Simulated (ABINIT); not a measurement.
Runs of ABINIT 10.8.3 (patched build) on ZrB2. The structure is hexagonal, space group P6/mmm (No. 191). Conventional cell: a = 3.170 Å, b = 3.170 Å, c = 3.533 Å, α = 90.00°, β = 90.00°, γ = 120.00°. Around Zr (site symmetry 6/mmm) lie 12 B at 2.54 Å. Around B (site symmetry -6m2) lie 3 B at 1.83 Å. 

```tsv
task	level	potentials or basis	cell	k mesh	cutoff (eV)	fine-grid cutoff	cell freedom (optcell)	cutoff smearing ecutsm (Ha)	optimiser (ionmov)	force stop (Ha/bohr)	mesh quality	gap on the mesh (eV)	pressure (GPa)
band structure	SOGGA	JTH PAW PBE v2.0	as given	10 × 10 × 8	463	925.187 eV	-	-	-	-	not flagged	none	(c)
single point	r2SCAN	JTH PAW PBE v2.0	as given	6 × 6 × 5	544	1088.46 eV	-	-	-	-	coarse	none	0.6
relaxation of cell and atoms	LDA-PZ	JTH PAW LDA v2.0	relaxed to 5 GPa	10 × 10 × 8	463	925.187 eV	2	0.5	2	0.0001	not flagged	none	5.0
band structure	PW91	JTH PAW PBE v2.0	as given	10 × 10 × 8	463	925.187 eV	-	-	-	-	not flagged	none	0.7
band structure	PBE	JTH PAW PBE v2.0	as given	10 × 10 × 8	463	925.187 eV	-	-	-	-	not flagged	none	0.6
band structure	LDA	PseudoDojo NC SR LDA v0.4.1 standard	as given	10 × 10 × 8	1034	-	-	-	-	-	not flagged	none	-8.7
single point	r2SCAN	JTH PAW PBE v2.0	as given	13 × 13 × 10	544	1088.46 eV	-	-	-	-	not flagged	none	0.4
band structure	PBE	PseudoDojo NC SR PBE v0.4.1 standard	as given	10 × 10 × 8	1034	-	-	-	-	-	not flagged	none	(b)
band structure	PBEsol	PseudoDojo NC SR PBEsol v0.4 stringent	as given	10 × 10 × 8	1034	-	-	-	-	-	not flagged	none	-3.7
single point	r2SCAN	JTH PAW PBE v2.0	as given	4 × 4 × 3	544	1088.46 eV	-	-	-	-	coarse	none	0.5
single point	PBEsol	JTH PAW PBE v2.0	as given	8 × 8 × 6	463	925.187 eV	-	-	-	-	not flagged	none	(a)
```

Alike in all rows: no spin polarisation; smearing fermi-dirac 0.05 eV.

Fill in the values left out.

(a) -4.1; (b) 0.8; (c) -5.4.

Caveats: some runs use coarse meshes; the PAW data sets were made with another functional, which shifts forces and pressure a little (some runs); the atomic spheres overlap (some runs).

A k mesh can miss the band edges, and the runs leave out spin-orbit coupling on Zr.

A gap of «none» marks a metal or a gap under the smearing width.
